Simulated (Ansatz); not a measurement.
## Pt under changes of volume

One of the cells (15.815 Å³/atom); the others are scaled copies at fixed shape and fractional positions:

```xyz
2
Lattice="2.7607 0.0000 0.0000 -1.3803 2.3908 0.0000 0.0000 0.0000 4.7921" Properties=species:S:1:pos:R:3 pbc="T T T"
Pt    0.0000    1.5939    1.1980
Pt    1.3803    0.7969    3.5941
```

This isn't the form of Pt at room conditions, which is fcc.

- Program: Ansatz 0.2.0
- Functional: PBE0
- Potentials or basis: Ansatz PAW
- Cutoff: 420 eV (not typed: the program's choice for these potentials)
- k mesh: 6 × 6 × 4
- Occupations: fermi-dirac, width 0.05 eV
- Spin: no spin polarisation

| volume (Å³/atom) | energy over the lowest point (meV/atom) | pressure (GPa) |
| --- | --- | --- |
| 14.866 | 6.27 | 6.4 |
| 15.182 | 0.00 | 0.1 |
| 15.498 | 5.22 | -5.3 |
| 15.815 | 20.48 | -10.0 |
| 16.131 | ? | ? |
| 16.447 | 76.43 | -17.2 |
| 16.763 | 113.60 | -20.4 |

Q: What does the run at 16.131 Å³/atom give?

A: Energy over the lowest point 45.89 meV/atom; pressure -13.6 GPa.

Worked out: A Birch-Murnaghan fit of order 3 (a polynomial in V^(-2/3)) to the other rows has its minimum at 15.19 Å³/atom with B0 = V·E''(V) = 288 GPa and B' = 6.6 at fixed shape and positions, which overstates the stiffness. It gives 44.82 meV/atom at 16.131 Å³/atom, against the run's 45.89, and -dE/dV = -14.2 GPa, against -13.6.

Energies are extrapolated to zero smearing.

Caveats: all runs use coarse meshes; the PAW data sets come from PBE, with cores solved anew for the run's functional, which leaves a small shift of forces and pressure; the thresholds are loose for stress.
